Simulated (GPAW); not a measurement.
The system is Au.

```xyz
1
Lattice="0.0000 2.0350 2.0350 2.0350 0.0000 2.0350 2.0350 2.0350 0.0000" Properties=species:S:1:pos:R:3 pbc="T T T"
Au    0.0000    0.0000    0.0000
```

```yaml
Program: GPAW 26.7.0
Task: relaxation of cell and atoms
Functional: BLYP
Dispersion: D3(BJ)
Potentials_or_basis: PAW data sets generated in the run's folder for this functional
Cutoff: 600 eV
Basis: pw
k_mesh: 11 × 11 × 11
Occupations: fermi-dirac, width 0.05 eV
Spin: no spin polarisation
```

At the start: pressure 10.0 GPa; volume 16.85 Å³/atom.

Where does the relaxation end?

Over 3 steps the energy falls by 28.9 meV/atom and the volume is 17.81 Å³/atom (+5.6 %); space group Fm-3m (No. 225, to 0.05 Å).

Step by step:
| step | energy change (eV) | largest force (eV/Å) | pressure (GPa) | volume (Å³) |
| --- | --- | --- | --- | --- |
| 1 | 0.0000 | 0.0000 | 10.01 | 16.85 |
| 2 | -0.0278 | 0.0000 | 1.70 | 17.63 |
| 3 | -0.0289 | 0.0000 | 0.17 | 17.81 |

Final structure:
```
Au
1.0
     0.00000    2.07260    2.07260
     2.07260    0.00000    2.07260
     2.07260    2.07260    0.00000
Au
1
Direct
  0.00000 0.00000 0.00000
```

Caveat: with this Au data set, volumes or pressures lay over 1.5 % or 2 GPa off other programs in two to four cells of ten; later steps reuse the first step's grids; pairwise dispersion overbinds metals, which lowers pressure and volume.
